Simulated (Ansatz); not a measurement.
BaO (started from an entry of an open crystallographic database) at its r2SCAN geometry, in the plane-wave code Ansatz. One PBE run serves as the base. The settings are then varied one at a time, some on purpose to values that make no sense. Doubtful ones may also carry a cap on iterations. All numbers are computed, and spin polarisation is off unless an edit sets a moment.

Base input:
```yaml
crystal:
  lattice:
    - [0.0, 2.7718674917, 2.7718674917]
    - [2.7718674917, 0.0, 2.7718674917]
    - [2.7718674917, 2.7718674917, 0.0]
  atoms:
    - { symbol: Ba, position: [0.0, 0.0, 0.0] }
    - { symbol: O, position: [0.5, 0.5, 0.5] }
kpoints:
  mp_grid: { grid: [6, 6, 6] }
hamiltonian:
  xc: pbe
  pseudopotentials: { azcp: { folder: soft_1 } }
scf:
  occupations: { method: fixed }
  n_extra_bands: 4
output:
  forces: true
  stress: true
  eigenvalues: true
```

Base results:
```
Basis set: ecut = 420 eV, 869 PW (Γ)
Symmetry: 48 space group operations
Space group: Fm-3m (ITA 225)
k-points: 16 of 216
SCF converged after 8 iterations
Free energy (F): -6519.706887 eV
Fermi energy:    8.561109 eV
--- Stress (GPa, compression-positive) ---
        1.174068       0.000000       0.000000
        0.000000       1.174068       0.000000
        0.000000       0.000000       1.174068
  P = ⅓ Tr σ = 1.1741 GPa (11.741 kbar)
--- Band table (eV; the first three rows and the last of 16) ---
  k-point 0: bands = […, -1.7768, -1.7768, -1.7768, 8.1170, 8.1170, 8.1170, 12.1470, 13.3089, 13.3090, 13.3090]
  k-point 1: bands = […, -1.8419, -1.8073, -1.8073, 7.6233, 7.8236, 7.8236, 12.9302, 13.3146, 13.7653, 13.7653]
  k-point 2: bands = […, -1.9602, -1.8665, -1.8665, 6.8965, 7.3203, 7.3203, 13.1347, 14.9116, 14.9116, 15.3137]
  k-point 15: bands = […, -3.0461, -2.6027, -1.9806, 7.4813, 8.2981, 8.4396, 11.8316, 14.5840, 15.2640, 17.7812]
```
The gap over this mesh is 2.051 eV.

Run as `ansatz run input.yaml --threads 4 --pin off --max-ram 3686MiB --backend cpu --events-out ev --progress --plain --runs-dir out`. Wall time 0.72 s on 4 threads of Arm Neoverse N1 (shared host), load about 0.9 per core; peak host memory 0.28 GiB.

One of the further runs printed
```
SCF converged after 8 iterations
Free energy (F): -6519.645990 eV
Fermi energy:    8.558427 eV
--- Stress (GPa, compression-positive) ---
        0.979573       0.000000       0.000000
        0.000000       0.979573       0.000000
        0.000000       0.000000       0.979573
  P = ⅓ Tr σ = 0.9796 GPa (9.796 kbar)
--- Band table (eV; the first three rows and the last of 16) ---
  k-point 0: bands = […, -1.7775, -1.7775, -1.7775, 8.1222, 8.1222, 8.1222, 12.1444, 13.3097, 13.3097, 13.3097]
  k-point 1: bands = […, -1.8435, -1.8081, -1.8081, 7.6232, 7.8255, 7.8255, 12.9305, 13.3131, 13.7662, 13.7662]
  k-point 2: bands = […, -1.9631, -1.8673, -1.8673, 6.8987, 7.3250, 7.3250, 13.1360, 14.9134, 14.9134, 15.3144]
  k-point 15: bands = […, -3.0465, -2.6033, -1.9822, 7.4828, 8.2993, 8.4399, 11.8324, 14.5850, 15.2616, 17.7823]
```

Problem. Which setting had been changed?
A. basis.ecutwfc: 350
B. kpoints.mp_grid.grid: [2, 2, 2]
C. scf.occupations: gaussian 0.5
D. kpoints.mp_grid.grid: [5, 5, 5]

Solution. A. 609 plane waves in place of 869. The free energy moves by +30 meV an atom, the mean stress by -0.19 GPa and the gap on the mesh by +0.003 eV (to 2.054). The basis is too small: these are errors of the cutoff.

Problem. What happens with this change?
```yaml
scf:
  convergence: { dr2_threshold: 1.0e-12 }
  max_iter: 86
```

Solution. It converges in 11 iterations against the base's 8. The tighter threshold changes nothing that matters: the base was converged.

Problem. These lines are set or replaced. What follows?
```yaml
scf:
  occupations: { method: cold, width: 0.2 }
```

Solution. Energy, stress and gap stay within 1 meV an atom, 0.1 GPa and 0.005 eV of the base. The width is small against the gap, so it doesn't matter.

Problem. The input is altered as follows. How does the run end?
```yaml
scf:
  eigensolver: { kind: dense }
```

Solution. It converges in 8 iterations, as the base does. This key steers the way to the solution, not the solution: the results stay as they were.

Problem. What happens with this change?
```yaml
scf:
  mixing: { beta: 0.05 }
  max_iter: 59
```

Solution. It converges in 8 iterations, as the base does. This key steers the way to the solution, not the solution: the results stay as they were.

Problem. The input is altered as follows. How does the run end?
```yaml
hamiltonian:
  dispersion: d4
```

Solution. The free energy moves by -193 meV an atom, the mean stress by -1.53 GPa and the gap on the mesh by 0.000 eV (to 2.051). A pairwise correction adds to energy, forces and stress and leaves the bands alone.
Lines that differ from the base's log, and the results:
```
SCF converged after 8 iterations
Free energy (F): -6520.093358 eV
Fermi energy:    8.561109 eV
--- Stress (GPa, compression-positive) ---
       -0.353406       0.000000       0.000000
        0.000000      -0.353406       0.000000
        0.000000       0.000000      -0.353406
  P = ⅓ Tr σ = -0.3534 GPa (-3.534 kbar)
```

The runs are scalar-relativistic, without spin-orbit coupling.

The PAW potentials are those of the set soft_1; totals can't be set beside those of other sets.
